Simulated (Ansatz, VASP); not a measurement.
Two plane-wave programs on CdSe

```
CELL_PARAMETERS angstrom
0.00000 3.07027 3.07027
3.07027 0.00000 3.07027
3.07027 3.07027 0.00000
ATOMIC_POSITIONS crystal
Cd 0.99226 0.01044 0.00353
Se 0.26661 0.25053 0.23622
```

Change from the starting cell: atoms moved at random, drawn with an rms of 0.05 Å.

Alike in both runs: task single point; functional PBE; k mesh 8 × 8 × 8; occupations fermi-dirac, width 0.05 eV; no spin polarisation.

```csv
,VASP,Ansatz
version,VASP 6.6.1,Ansatz 0.2.0
potentials or method,"VASP PAW PBE potentials, release 64 (Cd, Se)",Ansatz PAW
plane-wave cutoff (eV),520,420
valence electrons in the cell,18,36
```

|  | VASP | Ansatz | Ansatz less VASP |
| --- | --- | --- | --- |
| gap on the k mesh at the Fermi level (eV) | 0.52 | 0.52 | +0.001 |
| least direct gap on the mesh (eV) | 0.52 | 0.52 | +0.001 |
| pressure (GPa) | 1.8 | 1.5 | -0.28 |
| largest component of the traceless stress (GPa) | 1.47 | 1.41 | -0.060 |
| rms of the force components (eV/Å) | 0.288 | 0.280 | -0.0084 |

Atom by atom the forces differ by 0.008 eV/Å (rms over components). The two sets of potentials don't hold the same shells in valence.
